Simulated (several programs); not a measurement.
# PbTe (Fm-3m) from semi-empirical methods to plane-wave DFT

An 8-atom cell of PbTe (Fm-3m) from a materials database, relaxed with r2SCAN+rVV10 in Ansatz, was computed with several methods. It is cubic, Fm-3m (No. 225); conventional cell a = 6.490 Å, 34.16 Å³ an atom. Te has 6 Pb at 3.24–3.25 Å; Pb has 6 Te at 3.24–3.25 Å. Calculated for a static, non-magnetic cell.

```yaml
crystal:
  lattice:
    - [9.17180, 0.00000, 0.00000]
    - [0.00000, 4.58556, 0.00000]
    - [0.00000, 0.00000, 6.49862]
  atoms:
    - { symbol: Te, position: [0.12500, 0.75000, 0.25001] }
    - { symbol: Te, position: [0.62500, 0.75000, 0.24999] }
    - { symbol: Te, position: [0.37500, 0.25000, 0.75001] }
    - { symbol: Te, position: [0.87500, 0.25000, 0.74999] }
    - { symbol: Pb, position: [0.12504, 0.75000, 0.74997] }
    - { symbol: Pb, position: [0.62504, 0.75000, 0.75003] }
    - { symbol: Pb, position: [0.37496, 0.25000, 0.24997] }
    - { symbol: Pb, position: [0.87496, 0.25000, 0.25003] }
```

Gaps and times are for a single point on this cell; volume and bulk modulus come from each method's own relaxation or energy curve at fixed shape. Times are rough, from shared hosts (Arm Neoverse V1; Intel Xeon Platinum 8488C), and each method has its own mesh and cell size. A dagger marks a closed or tiny gap in a crystal that DFT finds insulating: a failure of the method or a wrong SCF state. PM6 (MOPAC), PM7 (MOPAC), GFN1-xTB (tblite), GFN2-xTB (tblite) treat a cluster of cells at its zone centre, which samples few k points: where these miss a band edge, the gap comes out too large for that reason alone. Gaps from k meshes are read at a limited set of points (mesh, symmetry points, PBE's band edges), so each method's own least gap may be somewhat smaller. xTB and the PM methods were fitted mostly to molecules, and can miss a solid's gap by electronvolts. Minimal bases can be far off for gaps. Times of the plane-wave rungs are withheld (a dash), since they come from other jobs, hosts and meshes; the meshes of hybrids and Hartree-Fock don't converge their gaps to the digits shown. GLLB-SC's gap includes the derivative discontinuity. d marks a direct gap, i an indirect one (no mark: not told apart), a dash a value that wasn't computed or didn't pass its checks.

```tsv
method	kind	gap (eV)	own volume (Å³/atom)	bulk modulus (GPa)	atoms computed	processor time
PBE-D3(BJ)	semilocal	–	33.82	–	8	–
r2SCAN+rVV10	semilocal	–	34.17	–	8	–
GFN1-xTB (tblite)	tight binding	0.19†	–	–	cluster	0.94 s
PM6 (MOPAC)	semi-empirical	3.18	–	–	cluster	0.94 s
PM7 (MOPAC)	semi-empirical	6.25	–	–	cluster	0.99 s
GFN2-xTB (tblite)	tight binding	0.75	33.90	52	cluster	1.6 s
light PBE (260 eV, its own mesh)	light plane-wave	0.74 d	–	–	8	4.4 s
PBE/SZV (CP2K)	small basis	0.93 d	36.46	43	8	8.1 s
PBE/DZVP (CP2K)	small basis	0.74 d	35.43	39	8	20 s
PBE	semilocal	0.76 d	–	–	8	–
r2SCAN	semilocal	1.05 d	–	–	8	–
GLLB-SC (GPAW)	model potential	1.43	–	–	8	2 min
HSE06	hybrid	1.17 d	–	–	8	–
PBE0	hybrid	1.76 d	–	–	8	–
PBE+SOC	semilocal	0.06 d	–	–	8	–
```

Against HSE06 (1.17 eV) and with closed or daggered gaps left aside, the nearest gap at the points sampled is that of r2SCAN (-0.12 eV) and the farthest that of PM7 (MOPAC) (+5.09 eV). HSE06 is only a yardstick of convenience, and nearness to it can be luck.

Only the rows marked +SOC include spin-orbit coupling.
